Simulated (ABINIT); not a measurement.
Crystal: Zr.

```xyz
2
Lattice="3.2320 0.0000 0.0000 -1.6160 2.7990 0.0000 0.0000 0.0000 5.1470" Properties=species:S:1:pos:R:3 pbc="T T T"
Zr    1.6160    0.9330    3.8603
Zr    0.0000    1.8660    1.2868
```

| Quantity | Value |
| --- | --- |
| Program | ABINIT 10.8.3 (patched build) |
| Task | relaxation of cell and atoms |
| Functional | PBE |
| Dispersion | D3(BJ) |
| Potentials or basis | JTH PAW PBE v2.0 |
| Cutoff | 463 eV |
| k mesh | 9 × 9 × 5 |
| Occupations | fermi-dirac, width 0.05 eV |
| Spin | no spin polarisation |

At the start: pressure -3.3 GPa; volume 23.28 Å³/atom.

Where does the relaxation end?

Over 6 steps the energy falls by 9.2 meV/atom and the volume is 22.46 Å³/atom (-3.5 %); space group P6_3/mmc (No. 194, to 0.05 Å).

The path:
```csv
step,energy change (eV),largest force (eV/Å),pressure (GPa),volume (Å³)
1,0.0000,0.0000,-3.33,46.56
2,-0.0086,0.0000,-2.41,46.09
3,-0.0180,0.0000,0.10,44.88
4,-0.0181,0.0000,0.05,44.90
5,-0.0185,0.0000,-0.06,44.94
6,-0.0185,0.0000,-0.02,44.91
```

Final structure:
```
Zr
1.0
     3.18160    0.00000    0.00000
    -1.59080    2.75534    0.00000
     0.00000    0.00000    5.12328
Zr
2
Direct
  0.66667 0.33333 0.75000
  0.33333 0.66667 0.25000
```

Caveat: pairwise dispersion overbinds metals, which lowers pressure and volume.
